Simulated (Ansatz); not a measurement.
## Deforming AgCl

```yaml
crystal:
  lattice:
    - [1.87091, -5.55660, 0.00000]
    - [1.87091, 5.55660, 0.00000]
    - [0.00000, 0.00000, 3.92404]
  atoms:
    - { symbol: Ag, position: [0.39656, 0.60344, 0.75000] }
    - { symbol: Ag, position: [0.60344, 0.39656, 0.25000] }
    - { symbol: Cl, position: [0.86545, 0.13455, 0.25000] }
    - { symbol: Cl, position: [0.13455, 0.86545, 0.75000] }
```

Atom numbers follow the list: Ag1, Ag2, Cl3, Cl4.

The cell is the one relaxed in the Materials Project (mp-570858), not relaxed further here; entries there can be hypothetical.

All numbers below come from Ansatz 0.2.0, DFT, PBEsol, PAW with Ansatz's default frozen-core files, scalar-relativistic.

Numerical set-up: a Γ-centred 9×9×8 k mesh, Fermi–Dirac smearing of 0.03 eV, cutoff 420 eV, no spin polarisation; the PAW files were made with PBE, and the program remakes their frozen cores for this functional.

The unchanged cell is at -2.89 GPa.

Semilocal functionals give too small gaps.

x, y and z are the Cartesian axes of the cell as listed; fractional coordinates follow a strain, and an engineering shear is twice the off-diagonal strain component.

Vzz stands for the principal value of largest size of the field-gradient tensor, whatever its axis.

Spin–orbit coupling is left out, which moves gradients at and beside heavy atoms by some per cent and at worst by a factor of two.

Problem. One change gave: energy change +0.1 meV/atom; stress change (xx, yy, zz, yz, xz, xy) 0.01, 0.01, 0.01, -0.17, 0.00, 0.00 GPa, compression positive; change of the force on Cl3 (0.014, 0.000, -0.006) eV/Å; Vzz in 10²¹ V/m²: Ag1 4.78 → 4.78 (η = 0.12), Cl3 -5.62 → -5.63 (η = 0.31); gap on the k mesh 0.33 → 0.34 eV. Which change was it?
A. equal xy, yz and zx engineering shear strains of +1 %
B. equal xy, yz and zx engineering shear strains of -2 %
C. equal xy, yz and zx engineering shear strains of -3 %
D. equal xy, yz and zx engineering shear strains of +3 %
E. equal xy, yz and zx engineering shear strains of +2 %
F. equal xy, yz and zx engineering shear strains of -1 %

Solution. A. For equal xy, yz and zx engineering shear strains of -3 %: energy change +0.9 meV/atom; stress change (xx, yy, zz, yz, xz, xy) 0.09, 0.10, 0.12, 0.54, 0.04, 0.04 GPa, compression positive; change of the force on Cl3 (-0.038, 0.000, 0.019) eV/Å; Vzz in 10²¹ V/m²: Ag1 4.78 → 4.77 (η = 0.36), Cl3 -5.62 → -5.70 (η = 0.52); gap on the k mesh 0.33 → 0.35 eV. For equal xy, yz and zx engineering shear strains of -1 %: energy change +0.1 meV/atom; stress change (xx, yy, zz, yz, xz, xy) 0.01, 0.01, 0.01, 0.17, 0.01, 0.01 GPa, compression positive; change of the force on Cl3 (-0.013, 0.000, 0.006) eV/Å; Vzz in 10²¹ V/m²: Ag1 4.78 → 4.78 (η = 0.12), Cl3 -5.62 → -5.63 (η = 0.31); gap on the k mesh 0.33 → 0.34 eV. For equal xy, yz and zx engineering shear strains of +2 %: energy change +0.3 meV/atom; stress change (xx, yy, zz, yz, xz, xy) 0.04, 0.04, 0.05, -0.33, 0.00, 0.00 GPa, compression positive; change of the force on Cl3 (0.028, 0.001, -0.011) eV/Å; Vzz in 10²¹ V/m²: Ag1 4.78 → 4.78 (η = 0.23), Cl3 -5.62 → -5.65 (η = 0.41); gap on the k mesh 0.33 → 0.34 eV. For equal xy, yz and zx engineering shear strains of -2 %: energy change +0.4 meV/atom; stress change (xx, yy, zz, yz, xz, xy) 0.04, 0.04, 0.05, 0.35, 0.02, 0.02 GPa, compression positive; change of the force on Cl3 (-0.026, 0.000, 0.012) eV/Å; Vzz in 10²¹ V/m²: Ag1 4.78 → 4.78 (η = 0.24), Cl3 -5.62 → -5.66 (η = 0.40); gap on the k mesh 0.33 → 0.34 eV. For equal xy, yz and zx engineering shear strains of +3 %: energy change +0.7 meV/atom; stress change (xx, yy, zz, yz, xz, xy) 0.09, 0.10, 0.11, -0.49, 0.00, 0.00 GPa, compression positive; change of the force on Cl3 (0.042, 0.002, -0.016) eV/Å; Vzz in 10²¹ V/m²: Ag1 4.78 → 4.77 (η = 0.35), Cl3 -5.62 → -5.69 (η = 0.54); gap on the k mesh 0.33 → 0.35 eV.
